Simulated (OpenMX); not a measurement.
Ag in OpenMX: convergence with VNA

Input of the first run (VNA 1 3); the others differ in this setting and in those tied to it:

Ag.dat

```
System.CurrrentDirectory             ./
System.Name                          Ag
DATA.PATH                            ./DFT_DATA13
level.of.stdout                      1
level.of.fileout                     0
Species.Number                       1
<Definition.of.Atomic.Species
  Ag  Ag7.0-s3p2d2           Ag_PBE13
Definition.of.Atomic.Species>

Atoms.Number                         1
Atoms.SpeciesAndCoordinates.Unit     FRAC
<Atoms.SpeciesAndCoordinates
    1  Ag   -0.0012040000    0.0003580000    0.0037090000   8.500  8.500
Atoms.SpeciesAndCoordinates>

Atoms.UnitVectors.Unit               Ang
<Atoms.UnitVectors
     0.0136830000    2.0646500000    2.0479720000
     2.0360530000    0.0035970000    2.0580590000
     2.0228570000    2.0615400000    0.0167930000
Atoms.UnitVectors>

scf.XcType                           GGA-PBE
scf.SpinPolarization                 off
scf.ElectronicTemperature            580.226
scf.energycutoff                     400.0
scf.maxIter                          100
scf.EigenvalueSolver                 band
scf.Kgrid                            9 9 9
scf.Mixing.Type                      rmm-diisk
scf.Init.Mixing.Weight               0.05
scf.Min.Mixing.Weight                0.001
scf.Max.Mixing.Weight                0.3
scf.Mixing.History                   25
scf.Mixing.StartPulay                8
scf.criterion                        1.0e-8
scf.stress.tensor                    on
MD.Type                              nomd
scf.BufferL.VNA                      1
scf.RadialF.VNA                      3
```

Potentials or basis: OpenMX 2013 PBE set, Ag7.0-s3p2d2, grid cutoff 400 Ry.

Command:

```bash
$ openmx Ag.dat -nt 1 > Ag.std
```

The cell isn't the ideal one: cell strained at random at fixed volume.

Hardware: 1 thread of Intel(R) Xeon(R) Platinum 8488C (Sapphire Rapids), with other jobs on the host.

| VNA | energy less the tightest run, at zero smearing (meV/atom) | pressure (GPa) | SCF cycles | CPU time (s) | peak memory (GiB) |
| --- | --- | --- | --- | --- | --- |
| 1 3 | -3999.61 | -794.09 | 16 | 31 | 0.36 |
| 2 4 | 47.80 | 8.81 | 15 | 30 | 0.37 |
| 3 6 | 23.00 | 8.32 | 15 | 31 | 0.37 |
| 4 8 | 9.80 | 7.82 | 15 | 33 | 0.42 |
| 5 10 | 8.53 | 7.90 | 15 | 34 | 0.4 |
| 6 12 | 3.65 | 7.84 | 15 | 38 | 0.46 |
| 6 16 | 0.00 | 7.81 | 15 | 41 | 0.52 |

Against the tightest run, the pressure stays within 0.1 GPa from 4 8 on. Not settled before the last step: the energy (to 1 meV/atom). The tightest run that finished is the yardstick and may itself not be fully converged.

Caveat, for the tightest run too: the basis of atomic orbitals isn't converged, which shifts pressures, moduli and gaps.
